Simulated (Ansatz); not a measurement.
## ScAl: sound and stiffness along [100], [110] and [111]

Computed with DFT LDA, scalar-relativistic, plane waves, PAW (Ansatz). Settings: 420 eV plane-wave cutoff, Γ-centred 12×12×12 mesh, Fermi-Dirac smearing of 0.15 eV. No spin polarisation.

Equilibrium structure at this level:
```
Sc Al
1.0
     3.31038    0.00000    0.00000
     0.00000    3.31038    0.00000
     0.00000    0.00000    3.31038
Sc Al
1 1
Cartesian
  1.6552 1.6552 1.6552
  0.0000 0.0000 0.0000
```

In a metal, frequencies and elastic constants depend on the k mesh and the smearing, soft modes and shear constants most.

With ions relaxed, on the cubic axes: C11 = 100.8, C12 = 77.9, C44 = 96.5 GPa. The density is 3.293 g/cm³.

Question: Is the crystal stable against strain, and how anisotropic is it?

Answer: Born's conditions hold: C11 + 2C12 = 256.6, C11 − C12 = 22.9 and C44 = 96.5 GPa are all positive. B = (C11 + 2C12)/3 = 85.5 GPa. The two shear moduli are C44 and C′ = (C11 − C12)/2 = 11.4 GPa, so Zener's ratio is A = C44/C′ = 8.43: the tetragonal shear C′ is the soft one, as in many fcc and bcc metals and zincblende crystals. The Cauchy pressure C12 − C44 is -18.6 GPa; it would vanish for pair forces between atoms on inversion centres at zero pressure, and a negative value is usual with directional bonding, though many-body forces give one in some ionic oxides too.

Question: Give the sound speeds along the three symmetry directions.

Answer: The Christoffel equation gives ρv² for each branch:
```
direction branch                    ρv²    GPa v (m/s)
    [100]              L                    C11  100.8     5533
    [100]         T (×2) C44   96.5     5413
    [110]              L   (C11 + C12 + 2C44)/2  185.8     7512
    [110]   T, u ∥ [001]                    C44   96.5     5413
    [110]  T, u ∥ [1-10]          (C11 − C12)/2   11.4     1864
    [111]              L  (C11 + 2C12 + 4C44)/3  214.2     8065
    [111]         T (×2) (C11 − C12 + C44)/3   39.8     3476
```

Question: How does Young's modulus depend on direction?

Answer: Inverting gives S11 = 30.424, S12 = -13.263, S44 = 10.365 TPa⁻¹. Along a unit vector (l, m, n), 1/E = S11 − 2(S11 − S12 − S44/2)(l²m² + m²n² + n²l²), where the last bracket is 0, 1/4 and 1/3 for [100], [110] and [111]: E = 33, 90 and 210 GPa. With A > 1 the body diagonal is stiffest. For a film on (001), the biaxial modulus is C11 + C12 − 2C12²/C11 = 58 GPa and the normal strain is −2C12/C11 = -1.55 times the in-plane one.

ScAl resists the cubic-axis shear C44 far more strongly than the tetragonal shear C′, and the geometry of the CsCl structure accounts for much of this. The nearest Sc–Al contacts lie along the body diagonals. A volume-conserving tetragonal strain leaves their lengths unchanged to first order, so central forces between nearest neighbours contribute little to C′, whereas C44 stretches and compresses these contacts directly. The same geometry makes Young's modulus largest along [111]. The soft shear also keeps C11 = B + 4C′/3 only slightly above the bulk modulus; the longitudinal and transverse speeds along [100] are nearly equal because C44, an independent constant, happens to be close to C11.

Both atoms sit on inversion centres, so the negative Cauchy pressure points to forces beyond a pair description, probably including directional Sc d–Al p hybridisation. The slow [110] branch polarised along [1-10] indicates weak resistance to a Bain-type distortion, but the positive elastic constants do not exclude phonon instabilities at finite wavevector or a more stable competing structure.
